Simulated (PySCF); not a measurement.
Molfile (atoms numbered from 1):
```
C3H9N
     RDKit          3D

 13 12  0  0  0  0  0  0  0  0999 V2000
   -1.7204   -0.1180   -0.5844 C   0  0  0  0  0  0  0  0  0  0  0  0
   -0.3662   -0.5551   -0.0422 C   0  0  0  0  0  0  0  0  0  0  0  0
    0.7269    0.4655   -0.3508 C   0  0  0  0  0  0  0  0  0  0  0  0
    2.0200   -0.0477    0.0751 N   0  0  0  0  0  0  0  0  0  0  0  0
   -1.9998    0.8509   -0.1753 H   0  0  0  0  0  0  0  0  0  0  0  0
   -2.4894   -0.8383   -0.3159 H   0  0  0  0  0  0  0  0  0  0  0  0
   -1.6906   -0.0356   -1.6686 H   0  0  0  0  0  0  0  0  0  0  0  0
   -0.4322   -0.6911    1.0403 H   0  0  0  0  0  0  0  0  0  0  0  0
   -0.0773   -1.5111   -0.4805 H   0  0  0  0  0  0  0  0  0  0  0  0
    0.7795    0.6283   -1.4315 H   0  0  0  0  0  0  0  0  0  0  0  0
    0.4645    1.4290    0.1211 H   0  0  0  0  0  0  0  0  0  0  0  0
    2.0253   -0.1910    1.0800 H   0  0  0  0  0  0  0  0  0  0  0  0
    2.7553    0.6146   -0.1462 H   0  0  0  0  0  0  0  0  0  0  0  0
  1  2  1  0
  2  3  1  0
  3  4  1  0
  1  5  1  0
  1  6  1  0
  1  7  1  0
  2  8  1  0
  2  9  1  0
  3 10  1  0
  3 11  1  0
  4 12  1  0
  4 13  1  0
M  END
```

- shieldings: GIAO PBE0/pcSseg-1
- geometry from GFN2-xTB
- spin–spin couplings from B3LYP/pcJ-1 (spin–dipole term only in couplings to heteroatoms)
- run in PySCF 2.14.0 with density-fitted response routines
- rapidly exchanging positions averaged, gas phase, one computed conformer, non-relativistic

List the cross peaks expected in HSQC, COSY and HMBC spectra.

Results:



HSQC (one-bond C–H):
```tsv
δH	δC	¹J(C,H) (Hz)
2.87 (H10/H11)	51.0 (C3)	137
1.49 (H8/H9)	30.6 (C2)	134
0.99 (H5/H6/H7)	14.0 (C1)	131
```

COSY cross peaks (|J| ≥ 2 Hz):
```tsv
δH	δH	abs. J (Hz)	bonds
2.87 (H10/H11)	1.49 (H8/H9)	7.2	3
1.49 (H8/H9)	0.99 (H5/H6/H7)	7.8	3
```

HMBC (two and three bonds, |J| ≥ 2.5 Hz):
```tsv
δH	δC [abs. J in Hz]
2.87 (H10/H11)	30.6 (C2) [2.6]
1.49 (H8/H9)	51.0 (C3) [4.6], 14.0 (C1) [3.4]
0.99 (H5/H6/H7)	51.0 (C3) [6.7], 30.6 (C2) [3.7]
```

Referencing at the same level of theory: ¹H (31.72 ppm), ¹³C (186.93 ppm) against TMS.

Short H···H contacts in this conformer between protons four or more bonds apart (candidates for NOE cross peaks, intensity ∝ r⁻⁶): H5···H11 2.55 Å.

OH/NH shifts are gas-phase values; hydrogen bonding in solution moves them, usually downfield. Unscaled 3J(H,H) at this level run about 10 % above measured values. Shifts are as computed. Against solution values, carbons near 30 ppm lie about +3 ppm off and those near 130 ppm about +5 ppm. Of 1211 compounds with measured shifts, 218 miss one by over three times the rms of a fit or turn the order of signals round; such compounds aren't used in these exercises. Chain 3J(H,H) values assume equally populated staggered rotamers: (2 J gauche + J anti)/3.
